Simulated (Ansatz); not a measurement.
# SnO2: valence-band photoemission, part 3 of 3

Wanted: projected DOS of SnO2, weighted into photoemission and X-ray emission spectra, at several levels of theory.

Ansatz 0.2.0; DFT, PBE, plane-wave PAW, default files, scalar-relativistic (the session's first sound run).

So far. Step 3 (With spin–orbit coupling): On this path the gap is direct, 0.63 eV, with the valence top at Γ and the conduction bottom at Γ. Step 4 (With PBEsol): At this level the gap is 0.53 eV on the path.

## (5) With RPBE

This step: DFT, RPBE, plane-wave PAW, default files, scalar-relativistic (Ansatz 0.2.0).

The run is repeated with RPBE on the same cell, to see how much the levels hang on the functional.

File input.yaml:

```yaml
crystal:
  lattice:
    - [-3.248897, 3.41447, 3.414021]
    - [3.248897, -3.41447, 3.414021]
    - [3.248897, 3.41447, -3.414021]
  atoms:
    - { symbol: Sn, position: [0.5, 0.0, 0.0] }
    - { symbol: Sn, position: [0.5, 0.5, 0.5] }
    - { symbol: Sn, position: [0.003599, 0.753599, 0.25] }
    - { symbol: Sn, position: [0.996401, 0.246401, 0.75] }
    - { symbol: O, position: [0.806496, 0.803774, 0.497278] }
    - { symbol: O, position: [0.806496, 0.309218, 0.002722] }
    - { symbol: O, position: [0.302435, 0.24594, 0.056495] }
    - { symbol: O, position: [0.689445, 0.24594, 0.443505] }
    - { symbol: O, position: [0.310555, 0.75406, 0.556495] }
    - { symbol: O, position: [0.193504, 0.690782, 0.997278] }
    - { symbol: O, position: [0.697565, 0.75406, 0.943505] }
    - { symbol: O, position: [0.193504, 0.196226, 0.502722] }
kpoints:
  mp_grid: { grid: [6, 6, 6] }
  band_path:
    path:
      - [[0.0, 0.0, 0.0], [0.5, -0.5, 0.5], [0.476342, -0.476342, 0.523658]]
      - [[-0.476342, 0.476342, 0.476342], [0.0, 0.0, 0.0], [0.499934, 0.499934, -0.499934]]
      - [[0.500066, -0.499934, 0.499934], [0.5, -0.5, 0.5]]
      - [[0.0, 0.0, 0.0], [0.0, 0.5, 0.0], [0.25, 0.25, 0.25], [0.5, 0.0, 0.0], [0.0, 0.0, 0.0]]
    npoints: 10
scf:
  occupations: { method: fermi_dirac, width: 0.02 }
  n_extra_bands: 28
hamiltonian:
  xc: rpbe
  pseudopotentials: { kind: paw }
output:
  forces: true
  stress: true
  dos:
    projected: true
    de: 0.05
    e_range: [-28, 12]
    nscf_kmesh: { grid: [8, 8, 8] }
  fatbands: true
```

Command:

```console
> ansatz run input.yaml --threads 4 --pin off --max-ram 8192MiB --backend cpu --events-out ev --progress --plain --runs-dir out
```

Numbers of over 12 decimals in the logs are rounded to 6 here.

The log of the run:

```text
[...]
Crystal: 12 atoms, lattice volume = 151.491 Å³
Basis set: ecut = 420 eV, 2975 PW (Γ), exchange–correlation on 80×80×80 points (8 copies of the dense FFT grid, shifted against one another)
Bands: 80, of which v1, the nominal top of the filled ones, is band 52 counted from 1 (51 counted from 0)
Symmetry: 8 space group operations
[...]
k-points: 46 of 216
[...]
SCF iter   1: F=—  HF=-28683.935610 eV  |F-HF|=—  |Δ(HF+E_count)|=         —  Δρ=4.35e-3  dr2=2.02e-2  ethr=1.77e-3  ⟨swp⟩=5.7  Hψ=15433  notcnv=0  defer=454
[...]
SCF iter   6: F=-28683.933221 eV  HF=-28683.933221 eV  |F-HF|=8.36e-8  |Δ(HF+E_count)|=   7.30e-6  Δρ=8.06e-6  dr2=8.11e-8  ethr=9.62e-11  ⟨swp⟩=13.2  Hψ=25088  notcnv=0
SCF 1 converged in 6 iterations: F = -28683.933221 eV  dr2 = 8.11e-8
[...]
SCF converged after 6 iterations
Free energy (F): -28683.933221 eV
[...]
Internal energy: -28683.933221 eV  (E = F + TS)
E sigma→0 (E₀):  -28683.933221 eV
Fermi energy:    9.193864 eV
[...]
--- Forces (eV/Å), atoms counted from 1 ---
  atom   1  Sn    -0.00000000     0.00000000     0.00000000
  atom   2  Sn     0.00000000     0.00000000     0.00000000
  atom   3  Sn     0.00000000     0.00000000    -0.05702374
  atom   4  Sn     0.00000000     0.00000000     0.05702374
  atom   5  O      0.02912954    -0.00000000     0.00305611
  atom   6  O     -0.02912954    -0.00000000     0.00305611
  atom   7  O      0.00000000     0.00369237     0.03261156
  atom   8  O      0.00000000    -0.00369237     0.03261156
  atom   9  O      0.00000000     0.00369237    -0.03261156
  atom  10  O      0.02912954    -0.00000000    -0.00305611
  atom  11  O      0.00000000    -0.00369237    -0.03261156
  atom  12  O     -0.02912954    -0.00000000    -0.00305611
  max |Σ_I F_I| component: 2.21e-17 eV/Å
--- Stress (GPa, compression-positive) ---
        2.669181       0.000000       0.000000
        0.000000       3.301402       0.000000
        0.000000       0.000000       3.331219
  P = ⅓ Tr σ = 3.1006 GPa (31.006 kbar)
--- Band table (eV; the first three rows and the last of 46) ---
  k-point 0: bands = [... 48 lower, 8.0713, 8.1157, 8.1232, 8.8348, 9.5517, 13.2445, 13.2470, 14.5932, ... 24 higher]
  k-point 1: bands = [... 48 lower, 8.0415, 8.0730, 8.1312, 8.7341, 10.3700, 13.3817, 13.4600, 14.6003, ... 24 higher]
  k-point 2: bands = [... 48 lower, 8.0146, 8.1043, 8.1898, 8.5443, 11.7057, 13.4602, 13.9955, 14.6458, ... 24 higher]
  k-point 45: bands = [... 48 lower, 7.6721, 7.6734, 7.9999, 8.0015, 13.1554, 13.1563, 14.4596, 14.4663, ... 24 higher]
```

Run time: 24 s. Hardware: 4 threads of INTEL XEON PLATINUM 8581C at 2.10GHz (Emerald Rapids), shared host; peak memory 0.95 GiB; 93 s of CPU time.

This step gave:

| Quantity | Value |
| --- | --- |
| free energy | -28683.9332 eV |
| Fermi energy | 9.194 eV |
| pressure | 3.101 GPa |
| gap on the k-mesh | 0.7169 eV |
| share of occupied states in no projected shell | 0.0043 of the occupied states in the window |
| gap on the path | 0.7169 eV |
| least direct gap on the path | 0.7169 eV |

The electronic bands at the labelled points (eV, zero at the valence-band maximum; v1 is the highest filled band, c1 the lowest empty one):

```csv
point,v4,v3,v2,v1,c1,c2,c3,c4
Γ,-0.76,-0.72,-0.71,0.00,0.72,4.41,4.41,5.76
halfway,-1.03,-0.95,-0.77,-0.44,2.83,4.97,5.14,5.68
X,-1.16,-1.16,-0.83,-0.83,4.32,4.32,5.62,5.63
halfway,-1.16,-1.16,-0.83,-0.83,4.32,4.32,5.55,5.70
F0,-1.16,-1.16,-0.83,-0.83,4.33,4.33,5.47,5.78
jump to Σ0,-1.16,-1.16,-0.83,-0.83,4.33,4.33,5.47,5.78
halfway,-0.80,-0.78,-0.77,-0.40,3.15,4.62,4.62,6.38
Γ,-0.76,-0.72,-0.71,0.00,0.72,4.41,4.41,5.76
halfway,-1.03,-0.95,-0.77,-0.44,2.83,4.97,5.13,5.68
Λ0,-1.16,-1.16,-0.83,-0.83,4.32,4.32,5.62,5.63
jump to G0,-1.16,-1.16,-0.83,-0.83,4.32,4.32,5.62,5.63
halfway,-1.16,-1.16,-0.83,-0.83,4.32,4.32,5.62,5.63
X,-1.16,-1.16,-0.83,-0.83,4.32,4.32,5.62,5.63
jump to Γ,-0.76,-0.72,-0.71,0.00,0.72,4.41,4.41,5.76
halfway,-0.81,-0.72,-0.70,-0.19,2.20,4.63,4.87,5.79
R,-0.80,-0.79,-0.49,-0.46,4.05,4.05,5.64,5.66
halfway,-0.82,-0.82,-0.58,-0.55,4.34,4.34,5.51,5.53
W,-0.76,-0.76,-0.75,-0.75,5.01,5.01,5.02,5.02
halfway,-0.79,-0.79,-0.64,-0.64,4.28,4.28,5.64,5.65
S,-0.73,-0.73,-0.59,-0.58,3.93,3.93,5.89,5.90
halfway,-0.89,-0.89,-0.68,-0.26,2.06,4.99,5.00,5.25
Γ,-0.76,-0.72,-0.71,0.00,0.72,4.41,4.41,5.76
```

Of the projections kept (Sn s, Sn p, O s, O p, not projected), the largest for each band there; the rest of the weight can lie on other orbitals:

```csv
point,v4,v3,v2,v1,c1,c2,c3,c4
Γ,O p 0.99,O p 0.99,O p 0.99,O p 1.00,Sn s 0.65,Sn s 0.46,Sn s 0.46,Sn s 0.48
X,O p 0.97,O p 0.97,O p 0.99,O p 0.99,Sn s 0.53,Sn s 0.53,Sn s 0.50,Sn s 0.50
F0,O p 0.97,O p 0.97,O p 0.99,O p 0.99,Sn s 0.53,Sn s 0.53,Sn s 0.49,Sn s 0.51
Σ0,O p 0.97,O p 0.97,O p 0.99,O p 0.99,Sn s 0.53,Sn s 0.53,Sn s 0.49,Sn s 0.51
Γ,O p 0.99,O p 0.99,O p 0.99,O p 1.00,Sn s 0.65,Sn s 0.46,Sn s 0.46,Sn s 0.48
Λ0,O p 0.97,O p 0.97,O p 0.99,O p 0.99,Sn s 0.53,Sn s 0.53,Sn s 0.50,Sn s 0.50
```

Side by side:

```csv
quantity,this run,base run,difference
gap on the path (eV),0.7169,0.6271,0.0898
least direct gap on the path (eV),0.7169,0.6271,0.0898
gap on the k-mesh (eV),0.71688,0.62709,0.0898
```

The two runs differ clearly in the gap on the path: 0.717 eV against 0.627 eV.

At this level the gap is 0.72 eV on the path.

## (6) Other settings: crystal.symmetry = {"detect": false}

This step: DFT, PBE, plane-wave PAW, default files, scalar-relativistic; changed: crystal.symmetry = {"detect": false} (Ansatz 0.2.0).

Some settings are changed to see whether the read-outs move.

Edit input.yaml of step 5 so:

```diff
@@ -18,11 +18,5 @@
     - { symbol: O, position: [0.193504, 0.196226, 0.502722] }
+  symmetry: { detect: false }
 kpoints:
   mp_grid: { grid: [6, 6, 6] }
-  band_path:
-    path:
-      - [[0.0, 0.0, 0.0], [0.5, -0.5, 0.5], [0.476342, -0.476342, 0.523658]]
-      - [[-0.476342, 0.476342, 0.476342], [0.0, 0.0, 0.0], [0.499934, 0.499934, -0.499934]]
-      - [[0.500066, -0.499934, 0.499934], [0.5, -0.5, 0.5]]
-      - [[0.0, 0.0, 0.0], [0.0, 0.5, 0.0], [0.25, 0.25, 0.25], [0.5, 0.0, 0.0], [0.0, 0.0, 0.0]]
-    npoints: 10
 scf:
@@ -31,3 +25,3 @@
 hamiltonian:
-  xc: rpbe
+  xc: pbe
   pseudopotentials: { kind: paw }
@@ -41,2 +35 @@
     nscf_kmesh: { grid: [8, 8, 8] }
-  fatbands: true
```

The log of the run:

```text
[...]
Crystal: 12 atoms, lattice volume = 151.491 Å³
Basis set: ecut = 420 eV, 2975 PW (Γ), exchange–correlation on 80×80×80 points (8 copies of the dense FFT grid, shifted against one another)
Bands: 80, of which v1, the nominal top of the filled ones, is band 52 counted from 1 (51 counted from 0)
Symmetry: 1 space group operations
k-points: 112 of 216 (time reversal used)
[...]
SCF iter   1: F=—  HF=-28635.930238 eV  |F-HF|=—  |Δ(HF+E_count)|=         —  Δρ=1.33e-3  dr2=1.25e-3  ethr=1.77e-3  ⟨swp⟩=5.9  Hψ=38039  notcnv=0  defer=1021
[...]
SCF iter   6: F=-28635.932327 eV  HF=-28635.932327 eV  |F-HF|=5.23e-8  |Δ(HF+E_count)|=   1.31e-7  Δρ=8.21e-6  dr2=8.34e-8  ethr=9.62e-11  ⟨swp⟩=13.8  Hψ=52848  notcnv=0
SCF 1 converged in 6 iterations: F = -28635.932327 eV  dr2 = 8.34e-8
[...]
SCF converged after 6 iterations
Free energy (F): -28635.932327 eV
[...]
Internal energy: -28635.932327 eV  (E = F + TS)
E sigma→0 (E₀):  -28635.932327 eV
Fermi energy:    9.002288 eV
[...]
--- Forces (eV/Å), atoms counted from 1 ---
  atom   1  Sn     0.00000172    -0.00000078    -0.00001656
  atom   2  Sn    -0.00000177    -0.00000028    -0.00001197
  atom   3  Sn    -0.00000117    -0.00005755    -0.05899344
  atom   4  Sn     0.00000059     0.00006175     0.05900008
  atom   5  O      0.03298849     0.00000008     0.03108491
  atom   6  O     -0.03298845     0.00000008     0.03108799
  atom   7  O     -0.00000032     0.03171462     0.03266311
  atom   8  O     -0.00000017    -0.03176817     0.03265786
  atom   9  O      0.00000023     0.03176434    -0.03265980
  atom  10  O      0.03298850     0.00000020    -0.03107534
  atom  11  O      0.00000018    -0.03171416    -0.03266451
  atom  12  O     -0.03298828     0.00000020    -0.03107633
  max |Σ_I F_I| component: 3.99e-6 eV/Å
--- Stress (GPa, compression-positive) ---
       -1.367800       0.000000       0.000000
        0.000000      -0.555739      -0.000003
        0.000000      -0.000003      -0.526446
  P = ⅓ Tr σ = -0.8167 GPa (-8.167 kbar)
--- Band table (eV; the first three rows and the last of 112) ---
  k-point 0: bands = [... 48 lower, 7.9213, 7.9612, 7.9694, 8.6882, 9.3153, 13.0089, 13.0115, 14.3339, ... 24 higher]
  k-point 1: bands = [... 48 lower, 7.8905, 7.9210, 7.9773, 8.5860, 10.1474, 13.1478, 13.2244, 14.3453, ... 24 higher]
  k-point 2: bands = [... 48 lower, 7.8630, 7.9511, 8.0369, 8.3940, 11.4849, 13.2299, 13.7609, 14.4012, ... 24 higher]
  k-point 111: bands = [... 48 lower, 7.5177, 7.5190, 7.8476, 7.8492, 12.9227, 12.9235, 14.2293, 14.2362, ... 24 higher]
```

Run time: 75 s. Hardware: 4 threads; peak memory 1.7 GiB; 4.9 min of CPU time.

Numbers from this step:

| Item | Value |
| --- | --- |
| free energy | -28635.9323 eV |
| Fermi energy | 9.002 eV |
| symmetry operations | 1 |
| pressure | -0.8167 GPa |
| gap on the k-mesh | 0.6271 eV |

Simulated valence spectra by photon energy, shown to 13 eV, since a deeper line would dwarf them at some energies; the 100 % can be that line's tail at the edge; this run's widths, added to any smearing of the DOS itself: Gaussian 0.1 eV, Lorentzian 0.2 eV plus 0.08 an eV of depth. The intensity by binding energy, zero at the valence-band maximum; values in % of the maximum within 13 eV:

```csv
binding energy (eV),21.2 eV,150 eV,1486.7 eV,5950 eV
-1.0,2.00,2.15,10.1,3.28
-0.5,3.42,3.58,11.7,3.79
0.0,9.49,9.65,16.3,4.89
0.5,48.7,48.8,41.5,9.81
1.0,94.1,94.3,83.4,19.8
1.5,69.8,70.3,86.8,25.4
2.0,46.8,47.6,77.5,30.5
2.5,39.4,40.1,76.9,35.9
3.0,36.8,37.2,80.1,41.7
3.5,39.6,39.5,92.5,53.7
4.0,35.4,35.1,89.8,55.9
4.5,26.3,26.4,78.6,51.5
5.0,18.2,18.9,68.1,48.1
5.5,11.4,13.2,65.2,51.6
6.0,10.4,13.0,74.7,65.0
6.5,11.7,14.9,91.4,87.0
7.0,12.3,15.6,99.8,99.9
7.5,9.24,11.8,82.3,79.5
8.0,4.26,5.70,51.0,38.9
8.5,2.02,2.99,38.2,20.8
9.0,1.23,2.11,35.8,15.4
9.5,0.863,1.77,36.7,13.7
10.0,0.654,1.64,39.3,13.4
10.5,0.520,1.63,43.0,13.9
11.0,0.427,1.72,47.8,14.9
11.5,-,1.90,54.1,16.6
12.0,-,2.18,62.2,18.9
12.5,-,2.63,72.7,22.0
```

Spectra as before, but with a recipe of its own (widths, and in some runs the light), which changes peak heights and what is resolved: Gaussian 0.1 eV, Lorentzian 0.2 eV plus 0.08 times the binding energy, linear light, analyser at 0°, Fermi edge at 77 K; some photon energies differ too.

Side by side:

```csv
quantity,this run,base run,difference
gap on the k-mesh (eV),0.62709,0.62709,9.5e-7
```

The gap on the k-mesh moves by 0.00 eV at most against the base run, and the converged energy is the same to the last digits.

## (7) Outcome

```yaml
least_gap_on_the_mesh_and_the_path: 0.63 eV
strongest_listed_peak_within_13_ev_of_the_zero_at_1486p7_ev: 1.3 eV binding, led by Sn 4d
strongest_listed_peak_within_13_ev_of_the_zero_at_21p2_ev: 0.8 eV binding, mostly O 2p
pbe_23_s_on_4_threads: gap 0.63 eV, highest Al Kα peak within 13 eV at 1.3 eV (Sn 4d)
spin_orbit_5p8_min_on_4_threads: gap 0.63 eV, highest Al Kα peak within 13 eV at 1.2 eV (O 2p)
pbesol_24_s_on_4_threads: gap 0.53 eV, highest Al Kα peak within 13 eV at 1.3 eV (O 2p)
rpbe_24_s_on_4_threads: gap 0.72 eV, highest Al Kα peak within 13 eV at 1.2 eV (O 2p)
other_settings_75_s_on_4_threads: gap 0.63 eV, highest Al Kα peak within 13 eV at 6.9 eV (Sn 5s)
```

**Reading.** SnO2 is an insulator or semiconductor at the base level (gap 0.63 eV), and its valence spectrum changes with photon energy as the shells' cross sections do. At 21.2 eV the valence spectrum has its highest listed peaks within 10.8 eV at 0.8 eV (O 2p) and 3.6 eV (O 2p). At 1486.7 eV the valence spectrum has its highest listed peaks within 13 eV at 1.3 eV (mixed, Sn 4d leading), 2.8 eV (mixed, Sn 5p leading), 3.6 eV (mixed, Sn 5p leading) and 7.0 eV (Sn 5s), and the deeper Sn 4d line at 20.1 eV is higher still (without the spin–orbit splitting that a measurement shows). The shell named is the one with most of the intensity, cross sections included, not always the one with most states there. With spin-orbit coupling on, the gap on the path stays within 0.02 eV. With PBEsol, the gap on the path moves from 0.63 to 0.53 eV. With RPBE, the gap on the path moves from 0.63 to 0.72 eV. At 21.2 eV the area is led by O 2p (97 %), at 5414.7 eV by Sn 4d (75 %), a shell that the model's window at 21.2 eV leaves out. These are Kohn–Sham levels; self-energy shifts and satellites are missing. Semilocal functionals underbind filled localised shells, so the Sn 4d peak should lie deeper in a measurement, and spin–orbit coupling splits d and f lines of heavy atoms. Each run has its own recipe for the spectra (widths, photon energies, in some runs the light), so peak heights and places can differ between runs for that reason too. The structure comes from a computed Materials Project entry, not from a measurement. Semilocal Kohn–Sham gaps are too small as a rule.

[Logs are printed without paths, hosts, clocks, repeated set-up lines and the standing remarks that a program may print on its own settings, such as how far it seeks lower states.]

[Hosts, paths, dates, database ids (printed as entryN), source tags and the programs' standing remarks are cut or masked in the printed files.]

[Maps of the electrostatic potential energy from Ansatz leave out the sawtooth potential of an applied field or a dipole correction, so their vacuum need not be flat; work functions include it.]

[Peak lists hold at most the 14 tallest peaks of each spectrum; further lines can be left out.]
